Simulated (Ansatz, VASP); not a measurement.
**One calculation of SiC, two programs**

INCAR

```
  ALGO = Normal
  EDIFF = 1E-6
  ENCUT = 520
  ISIF = 2
  ISMEAR = 0
  LASPH = True
  LCHARG = True
  LELF = True
  LREAL = False
  LVHAR = True
  LWAVE = False
  NBANDS = 16
  NELM = 100
  PREC = Accurate
  SIGMA = 0.05
```

The input KPOINTS:

```
k-points
0
Gamma
  12 12 6
```

POSCAR

```
SiC
1.0
    3.0294870667      0.0000000000      0.0000000000
   -1.5147435334      2.6236127602      0.0000000000
    0.0000000000      0.0000000000      5.1049886560
Si C
2 2
Direct
    0.3333333333      0.6666666667      0.0046041256
    0.6666666667      0.3333333333      0.5046041256
    0.3333333333      0.6666666667      0.4102991467
    0.6666666667      0.3333333333      0.9102991467
```

Input for Ansatz:

```yaml
crystal:
  lattice:
    - [3.0294870667, 0.0, 0.0]
    - [-1.5147435334, 2.6236127602, 0.0]
    - [0.0, 0.0, 5.104988656]
  atoms:
    - { symbol: Si, position: [0.3333333333, 0.6666666667, 0.0046041256] }
    - { symbol: Si, position: [0.6666666667, 0.3333333333, 0.5046041256] }
    - { symbol: C, position: [0.3333333333, 0.6666666667, 0.4102991467] }
    - { symbol: C, position: [0.6666666667, 0.3333333333, 0.9102991467] }
basis:
  ecutwfc: 520.0
kpoints:
  mp_grid: { grid: [12, 12, 6] }
hamiltonian:
  xc: lda
  pseudopotentials: { kind: paw, azcp: { folder: soft_1 } }
scf:
  occupations: { method: gaussian, width: 0.05 }
output:
  forces: true
  stress: true
  eigenvalues: true
```

Alike in both runs: task single point; functional LDA; k mesh 12 × 12 × 6; occupations gaussian, width 0.05 eV; no spin polarisation.

|  | VASP | Ansatz |
| --- | --- | --- |
| version | VASP 6.6.1 | Ansatz 0.2.0 |
| potentials or method | VASP PAW LDA potentials, release 64 (Si, C) | scalar-relativistic, plane waves, PAW |
| plane-wave cutoff (eV) | 520 | 520 |
| valence electrons in the cell | 16 | 16 |

|  | VASP | Ansatz | Ansatz less VASP |
| --- | --- | --- | --- |
| gap on the k mesh at the Fermi level (eV) | 2.15 | 2.16 | +0.018 |
| least direct gap on the mesh (eV) | 4.44 | 4.44 | +0.004 |
| pressure (GPa) | 4.6 | 4.2 | -0.34 |
| largest component of the traceless stress (GPa) | 16.57 | 16.43 | -0.133 |
| rms of the force components (eV/Å) | 1.150 | 1.146 | -0.0040 |

Atom by atom the forces differ by 0.004 eV/Å (rms over components). Ansatz warned: «pseudo_functional_mismatch».

Caveats: forces of over 1 eV/Å show positions far from the minimum, so gaps and moduli don't describe the material at rest. A k mesh can miss the band edges.
